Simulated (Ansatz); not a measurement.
Input, command and steps of an Ansatz relaxation.

```yaml
crystal:
  lattice:
    - [3.850773251, 0.0, 0.0]
    - [0.0, 3.850773251, 0.0]
    - [0.0, 0.0, 4.0413269789]
  atoms:
    - { symbol: Ba, position: [0.5, 0.5, 0.5] }
    - { symbol: Ti, position: [0.0, 0.0, 0.0] }
    - { symbol: O, position: [0.5, 0.0, 0.0] }
    - { symbol: O, position: [0.0, 0.5, 0.0] }
    - { symbol: O, position: [0.0, 0.0, 0.5] }
basis:
  ecutwfc: 420
kpoints:
  mp_grid: { grid: [8, 8, 8] }
hamiltonian:
  xc: pbesol
scf:
  occupations: { method: gaussian, width: 0.02 }
output:
  forces: true
  stress: true
  eigenvalues: true
relax:
  adjacent_minimum: "off"
  f_tol: 0.008
  max_steps: 40
  cell: { stress_tol: 0.015, fix: [a, b, gamma] }
```

```bash
ansatz run input.yaml --threads 1 --pin off --max-ram 2560MiB --backend cpu --events-out ev --progress --plain --runs-dir out
```

The calculation used Ansatz 0.2.0, DFT PBEsol, scalar-relativistic, plane waves, PAW.

Of 6 frames 5 are shown, positions in Å and forces in eV/Å; the SCF threshold varies from step to step. Steps run on the plane waves of an earlier cell, with a Pulay correction in the pressure. The basis is chosen afresh for the last frame, the zero of the energies, and at times for earlier ones too; energy and pressure step there, also at an unchanged geometry.

```xyz
5
Lattice="3.8508 0.0000 0.0000 0.0000 3.8508 0.0000 0.0000 0.0000 4.0413" Properties=species:S:1:pos:R:3:forces:R:3 pbc="T T T" step=1 free_energy_over_end_meV_per_atom=0.24 pressure_GPa=9.22
Ba    1.9254    1.9254    2.0207    0.0000    0.0000    0.0000
Ti    0.0000    0.0000    0.0000    0.0000    0.0000    0.0000
O     1.9254    0.0000    0.0000    0.0000    0.0000    0.0000
O     0.0000    1.9254    0.0000    0.0000    0.0000    0.0000
O     0.0000    0.0000    2.0207    0.0000    0.0000    0.0000
5
Lattice="3.8508 0.0000 0.0000 0.0000 3.8508 0.0000 0.0000 0.0000 4.0532" Properties=species:S:1:pos:R:3:forces:R:3 pbc="T T T" step=2 free_energy_over_end_meV_per_atom=0.17 pressure_GPa=8.65
Ba    1.9254    1.9254    2.0266    0.0000    0.0000    0.0000
Ti    0.0000    0.0000    0.0000    0.0000    0.0000    0.0000
O     1.9254    0.0000    0.0000    0.0000    0.0000    0.0000
O     0.0000    1.9254    0.0000    0.0000    0.0000    0.0000
O     0.0000    0.0000    2.0266    0.0000    0.0000    0.0000
5
Lattice="3.8508 0.0000 0.0000 0.0000 3.8508 0.0000 0.0000 0.0000 4.0592" Properties=species:S:1:pos:R:3:forces:R:3 pbc="T T T" step=3 free_energy_over_end_meV_per_atom=0.21 pressure_GPa=8.36
Ba    1.9254    1.9254    2.0296    0.0000    0.0000    0.0000
Ti    0.0000    0.0000    0.0000    0.0000    0.0000    0.0000
O     1.9254    0.0000    0.0000    0.0000    0.0000    0.0000
O     0.0000    1.9254    0.0000    0.0000    0.0000    0.0000
O     0.0000    0.0000    2.0296    0.0000    0.0000    0.0000
5
Lattice="3.8508 0.0000 0.0000 0.0000 3.8508 0.0000 0.0000 0.0000 4.0592" Properties=species:S:1:pos:R:3:forces:R:3 pbc="T T T" step=4 free_energy_over_end_meV_per_atom=0.01 pressure_GPa=8.39
Ba    1.9254    1.9254    2.0296    0.0000    0.0000    0.0000
Ti    0.0000    0.0000    0.0000    0.0000    0.0000    0.0000
O     1.9254    0.0000    0.0000    0.0000    0.0000    0.0000
O     0.0000    1.9254    0.0000    0.0000    0.0000    0.0000
O     0.0000    0.0000    2.0296    0.0000    0.0000    0.0000
5
Lattice="3.8508 0.0000 0.0000 0.0000 3.8508 0.0000 0.0000 0.0000 4.0600" Properties=species:S:1:pos:R:3:forces:R:3 pbc="T T T" step=6 free_energy_over_end_meV_per_atom=0.00 pressure_GPa=8.35
Ba    1.9254    1.9254    2.0300    0.0000    0.0000    0.0000
Ti    0.0000    0.0000    0.0000    0.0000    0.0000    0.0000
O     1.9254    0.0000    0.0000    0.0000    0.0000    0.0000
O     0.0000    1.9254    0.0000    0.0000    0.0000    0.0000
O     0.0000    0.0000    2.0300    0.0000    0.0000    0.0000
```

The run took 21 s on 1 thread of Intel(R) Xeon(R) 6975P-C (Granite Rapids), with other jobs on the host, peak memory 0.49 GiB.